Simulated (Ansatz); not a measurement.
# SrCaF4: the cell at several levels of theory

Aim: relax SrCaF4, fluorite host with PBE, r2SCAN and PBEsol and see how far the functionals disagree on the cell. This is a trial cell built on a prototype, not taken from a measured structure, and it needn't be the compound's ground state.

Code: Ansatz 0.2.0. PAW datasets, plane waves, zero pressure. The cell comes from a prototype generator: it can be a known phase or a hypothetical one. Spin polarisation is off.

### 1 The system as given

The symmetry is R-3m (No. 166, trigonal); conventional cell a = 4.001 Å, c = 19.603 Å, 15.10 Å³ an atom. Around Sr lie 8 F at 2.45 Å; around F lie 3 Ca at 2.45 Å and 1 Sr at 2.45 Å; around F lie 3 Sr at 2.45 Å and 1 Ca at 2.45 Å; around Ca lie 8 F at 2.45 Å.

Structure file:

```xyz
6
Lattice="2.0007 1.1551 6.5344 -2.0007 1.1551 6.5344 0.0000 -2.3103 6.5344" Properties=species:S:1:pos:R:3 pbc="T T T"
Sr    0.0000    0.0000    0.0000
F     0.0000    0.0000    2.4504
F     0.0000    0.0000    7.3512
Ca    0.0000    0.0000    9.8016
F     0.0000    0.0000   12.2520
F     0.0000    0.0000   17.1528
```

### 2 Relaxing with PBE

Input file input.yaml:

```yaml
crystal:
  lattice:
    - [2.00074726, 1.15513197, 6.5344132]
    - [-2.00074726, 1.15513197, 6.5344132]
    - [0.0, -2.31026394, 6.5344132]
  atoms:
    - { symbol: Sr, position: [0.0, 0.0, 0.0] }
    - { symbol: F, position: [0.125, 0.125, 0.125] }
    - { symbol: F, position: [0.375, 0.375, 0.375] }
    - { symbol: Ca, position: [0.5, 0.5, 0.5] }
    - { symbol: F, position: [0.625, 0.625, 0.625] }
    - { symbol: F, position: [0.875, 0.875, 0.875] }
kpoints:
  mp_grid: { grid: [6, 6, 6] }
hamiltonian:
  xc: pbe
scf:
  occupations: { method: fermi_dirac, width: 0.02 }
relax:
  f_tol: 0.005
  cell: {}
```

Started as:

```sh
> ansatz run input.yaml --threads 2 --pin off --max-ram 29491MiB --backend cpu --events-out ev --progress --plain --runs-dir out
```

Further steps of the session: Relaxation with r2SCAN; PBEsol: cell and atoms.

What does the calculation give? Wanted: for each run, a; c; volume; space group; SCF geometries.

The runs gave:

```
 level  a (Å)   c (Å)  volume (Å³/atom)  space group  SCF geometries
   PBE  4.028  19.644            15.335         R-3m               8
r2SCAN  3.979  19.409            14.783         R-3m               5
PBEsol  3.962  19.320            14.589         R-3m               7
```

**Reading.** From the start to the first minimum the volume moved by +1.5 %. PBEsol gives the smallest cell and PBE the largest; they differ by 5.1 % in volume, a mean of 1.7 % in length.
